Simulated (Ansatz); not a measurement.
## Bands, cutoff and cost in G0W0 for PbO (honeycomb monolayer)

Aim: see how the G0W0 gap of PbO (honeycomb monolayer) on PBE moves with empty bands and screening cutoff, and what each rung costs.

Program: Ansatz 0.2.0. Level of theory: G0W0 on PBE, plane waves, PAW. Results are calculated unless marked as measured.

Most raw output is cut from this account.

## Step 1: Set-up

The cell holds 2 atoms: 1 Pb and 1 O. Its edges and angles: a = 3.617 Å, b = 3.617 Å, c = 25.000 Å, α = 90.0°, β = 90.0°, γ = 120.0°. Vacuum lies along c.

The structure was relaxed with PBE. The runs that relaxed it are not among those shown. Spin-orbit coupling is left out unless a step names it. The default PAW set here is soft_2. Its files were made with PBE. The Coulomb interaction is cut off across the vacuum.

## Step 2: 61 empty bands, screening to 21 eV

G0W0 replaces the xc potential by the self-energy, built once from these orbitals. Only a window of levels is corrected, while the sums run over the empty bands that the input names.

The input, input.yaml:

```yaml
crystal:
  lattice:
    - [3.616875005, 0.0, 0.0]
    - [-1.8084375025, 3.1323056367, 0.0]
    - [0.0, 0.0, 25.0]
  atoms:
    - { symbol: Pb, position: [0.3333333333, 0.6666666667, 0.4816239087] }
    - { symbol: O, position: [0.6666666667, 0.3333333333, 0.5183760913] }
  periodic: [true, true, false]
kpoints:
  mp_grid: { grid: [6, 6, 1] }
hamiltonian:
  xc: pbe
scf:
  occupations: { method: fixed }
gw:
  n_empty_bands: 61
  ecut_chi: 21.0
  qp_bands: [v2, c2]
  qp_kpoints: band_edges
  screening: { model: contour_deformation }
```

On the command line:

```bash
$ ansatz run input.yaml --threads 4 --pin off --max-ram 13824MiB --backend cpu --events-out ev --progress --plain --runs-dir out
```

Run time: 12 s. Hardware: 4 threads of Arm Neoverse V1, shared host; peak memory 0.66 GiB.

Numbers from this step:

```
bands summed                                 : 71
plane waves in the screening matrix          : 73
q-points in the mesh                         : 36
G0W0 gap on the mesh                         : 3.231 eV
k of the valence top                         : 0.3333, 0.3333, 0
k of the conduction bottom                   : 0, 0, 0
starting gap on the mesh                     : 1.766 eV
Z at the valence top                         : 0.7472
Z at the conduction bottom                   : 0.8060
least direct G0W0 gap on the computed points : 3.855 eV
```

The gap on the mesh goes from 1.77 eV to 3.23 eV, a correction of +1.46 eV, though a band edge has moved to another state.

## Step 3: 175 empty bands, screening to 42 eV

Another rung: the empty bands reach about as high as the screening cutoff, so the two stay in balance.

Edit input.yaml of step 2 so:

```diff
@@ -16,4 +16,4 @@
 gw:
-  n_empty_bands: 61
-  ecut_chi: 21.0
+  n_empty_bands: 175
+  ecut_chi: 42.0
   qp_bands: [v2, c2]
```

The job ended after 39 s (4 threads; peak memory 1.4 GiB; 2.4 min of CPU time).

Numbers from this step:

| Property | Result |
| --- | --- |
| bands summed | 185 |
| plane waves in the screening matrix | 153 |
| q-points in the mesh | 36 |
| G0W0 gap on the mesh | 3.001 eV |
| k of the valence top | 0.1667, 0.1667, 0 |
| k of the conduction bottom | 0, 0, 0 |
| starting gap on the mesh | 1.766 eV |
| Z at the valence top | 0.7039 |
| Z at the conduction bottom | 0.8040 |
| least direct G0W0 gap on the computed points | 3.537 eV |

Against the run with 6×6×1 mesh, 61 empty bands, screening to 21 eV, the gap moves by −0.23 eV.

## Step 4: 376 empty bands, screening to 70 eV

Edit input.yaml of step 3 so:

```diff
@@ -15,5 +15,6 @@
   occupations: { method: fixed }
+  convergence: { dr2_threshold: 1.0e-10 }
 gw:
-  n_empty_bands: 175
-  ecut_chi: 42.0
+  n_empty_bands: 376
+  ecut_chi: 70.0
   qp_bands: [v2, c2]
```

Run time: 2.6 min. Hardware: 4 threads; peak memory 3.1 GiB.

Numbers from this step:

- bands summed: 386
- plane waves in the screening matrix: 413
- G0W0 gap on the mesh: 2.975 eV
- k of the valence top: 0.1667, 0.1667, 0
- k of the conduction bottom: 0, 0, 0
- starting gap on the mesh: 1.766 eV
- least direct G0W0 gap on the computed points: 3.473 eV

Against the run with 6×6×1 mesh, 175 empty bands, screening to 42 eV, the gap moves by −0.03 eV.

## Step 5: 691 empty bands, screening to 105 eV

Edit input.yaml of step 4 so:

```diff
@@ -15,6 +15,5 @@
   occupations: { method: fixed }
-  convergence: { dr2_threshold: 1.0e-10 }
 gw:
-  n_empty_bands: 376
-  ecut_chi: 70.0
+  n_empty_bands: 691
+  ecut_chi: 105.0
   qp_bands: [v2, c2]
```

It took 9.7 min on 4 threads; peak memory 6.5 GiB.

This step gave:

| Item | Value |
| --- | --- |
| bands summed | 701 |
| plane waves in the screening matrix | 623 |
| G0W0 gap on the mesh | 3.045 eV |
| k of the valence top | 0.1667, 0.1667, 0 |
| k of the conduction bottom | 0, 0, 0 |
| starting gap on the mesh | 1.766 eV |
| least direct G0W0 gap on the computed points | 3.519 eV |

Against the run with 6×6×1 mesh, 376 empty bands, screening to 70 eV, the gap moves by +0.07 eV.

## Step 6: Changing the k mesh: 3×3×1 mesh, 175 empty bands, screening to 42 eV

A second mesh at equal bands and cutoff isolates the sampling error. Bands and cutoff differ from the step before, so it is read against an earlier run that matches them.

Edit input.yaml of step 5 so:

```diff
@@ -10,3 +10,3 @@
 kpoints:
-  mp_grid: { grid: [6, 6, 1] }
+  mp_grid: { grid: [3, 3, 1] }
 hamiltonian:
@@ -16,4 +16,4 @@
 gw:
-  n_empty_bands: 691
-  ecut_chi: 105.0
+  n_empty_bands: 175
+  ecut_chi: 42.0
   qp_bands: [v2, c2]
```

The job ended after 12 s (4 threads; peak memory 1.1 GiB; 41 s of CPU time).

Numbers from this step:

| Quantity | Value |
| --- | --- |
| bands summed | 185 |
| plane waves in the screening matrix | 153 |
| G0W0 gap on the mesh | 2.806 eV |
| k of the valence top | 0, 0.3333, 0 |
| k of the conduction bottom | 0, 0, 0 |
| starting gap on the mesh | 1.735 eV |
| least direct G0W0 gap on the computed points | 3.296 eV |

Against the run with 6×6×1 mesh, 175 empty bands, screening to 42 eV, the gap moves by −0.19 eV, while the start moved by −0.03 eV. A band edge is found at another k point on this mesh.

## Step 7: Changing the k mesh: 9×9×1 mesh, 175 empty bands, screening to 42 eV

Edit input.yaml of step 6 so:

```diff
@@ -10,3 +10,3 @@
 kpoints:
-  mp_grid: { grid: [3, 3, 1] }
+  mp_grid: { grid: [9, 9, 1] }
 hamiltonian:
```

Elapsed: 2.1 min, on 4 threads; peak memory 1.4 GiB.

Numbers from this step:

```
bands summed                                 : 185
plane waves in the screening matrix          : 153
G0W0 gap on the mesh                         : 3.013 eV
k of the valence top                         : 0.1111, 0.2222, 0
k of the conduction bottom                   : 0, 0, 0
starting gap on the mesh                     : 1.772 eV
least direct G0W0 gap on the computed points : 3.544 eV
```

Against the run with 3×3×1 mesh, 175 empty bands, screening to 42 eV, the gap moves by +0.21 eV, while the start moved by +0.04 eV. A band edge is found at another k point on this mesh.

## Step 8: Side by side

Times are wall times on 4 threads of Arm Neoverse V1, shared host, good to a factor of about two.

| mesh | files | frequency | bands summed | cutoff (eV) | start (eV) | G0W0 (eV) | time | host memory (GiB) |
| --- | --- | --- | --- | --- | --- | --- | --- | --- |
| 6×6×1 | default PAW | contour deformation | 71 | 21 | 1.766 | 3.231 | 12 s | 0.66 |
| 6×6×1 | default PAW | contour deformation | 185 | 42 | 1.766 | 3.001 | 39 s | 1.4 |
| 6×6×1 | default PAW | contour deformation | 386 | 70 | 1.766 | 2.975 | 2.6 min | 3.1 |
| 6×6×1 | default PAW | contour deformation | 701 | 105 | 1.766 | 3.045 | 9.7 min | 6.5 |
| 3×3×1 | default PAW | contour deformation | 185 | 42 | 1.735 | 2.806 | 12 s | 1.1 |
| 9×9×1 | default PAW | contour deformation | 185 | 42 | 1.772 | 3.013 | 2.1 min | 1.4 |

How the two edges are built up, in eV (the quasiparticle level is the starting level plus Σx plus Σc less Vxc):

| run | edge | start | Σx | Σc | Vxc | Z | QP |
| --- | --- | --- | --- | --- | --- | --- | --- |
| 71 bands | valence top | -5.91 | -20.29 | 2.45 | -17.33 | 0.75 | -6.42 |
| 71 bands | conduction bottom | -4.02 | -6.19 | -2.14 | -9.17 | 0.81 | -3.19 |
| 185 bands | valence top | -5.79 | -22.90 | 3.69 | -18.70 | 0.70 | -6.30 |
| 185 bands | conduction bottom | -4.02 | -6.19 | -2.25 | -9.17 | 0.80 | -3.30 |
| 386 bands | valence top | -5.79 | -22.90 | 3.62 | -18.70 | 0.70 | -6.37 |
| 386 bands | conduction bottom | -4.02 | -6.19 | -2.35 | -9.17 | 0.80 | -3.39 |
| 701 bands | valence top | -5.79 | -22.90 | 3.50 | -18.70 | 0.69 | -6.49 |
| 701 bands | conduction bottom | -4.02 | -6.19 | -2.41 | -9.17 | 0.80 | -3.45 |

 Where G0W0 reorders the edges (71 bands), the two states listed lie further apart at the start than the starting gap.

## Step 9: Results

```yaml
71_bands_21_ev: 3.231 eV
185_bands_42_ev: 3.001 eV
386_bands_70_ev: 2.975 eV
701_bands_105_ev: 3.045 eV
mesh_and_start: 6×6×1, PBE
```

**Reading.** From 71 to 701 bands the gap moves by −0.19 eV while the time grows 50-fold. The gap turns back along the series, so no limit is drawn from it. On the 3×3×1 mesh in place of 6×6×1 the gap differs by −0.19 eV, of which −0.03 eV is already in the start. On the 9×9×1 mesh in place of 6×6×1 the gap differs by +0.01 eV, of which +0.01 eV is already in the start. The mesh in the plane is coarse for a sheet; gap and any exciton binding can still move on denser ones. The many-body steps are scalar-relativistic: spin-orbit coupling is not in them.

[Paths, hosts, dates, memory and timing lines, banners, echoed tables and standing remarks are left out of the program output.]

[Logs are printed without paths, hosts, clocks, repeated set-up lines and the standing remarks that a program may print on its own settings, such as how far it seeks lower states.]

[Runs of the session that timed out or met a known fault of the program may be left out.]

[Cells called generated may have been cut or substituted from an entry of the Crystallography Open Database or the Materials Project.]

[Hosts, paths, dates, database ids (printed as entryN), source tags and the programs' standing remarks are cut or masked in the printed files.]
